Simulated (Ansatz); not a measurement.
A crystal relaxed with r2SCAN in the PAW code Ansatz has space group Fm-3m (No. 225) and a = 6.290 Å.

```json
{"atom": "K", "site": "4a", "x": "0.0000", "y": "0.0000", "z": "0.0000"}
{"atom": "Xx", "site": "4b", "x": "0.5000", "y": "0.0000", "z": "0.0000"}
```

The r2SCAN gap is direct at Γ: 5.83 eV. HSE06 gives a direct gap of 6.50 eV at Γ. The PBE gap is direct at Γ: 5.19 eV. Meshes: r2SCAN 8×8×8, HSE06 6×6×6, PBE 8×8×8. r2SCAN's ε∞ is 2.2 in all directions.

Question: Which element is Xx?
A. Cl
B. F
C. H
D. Br

Answer: A. Xx is Cl: KCl (Fm-3m) from a database structure. K has 6 Cl at 3.14 Å; Cl has 6 K at 3.14 Å.

Spin-unpolarised throughout; all numbers are computed.

The meshes of the hybrids are coarse, so their gaps aren't converged to the digits shown.
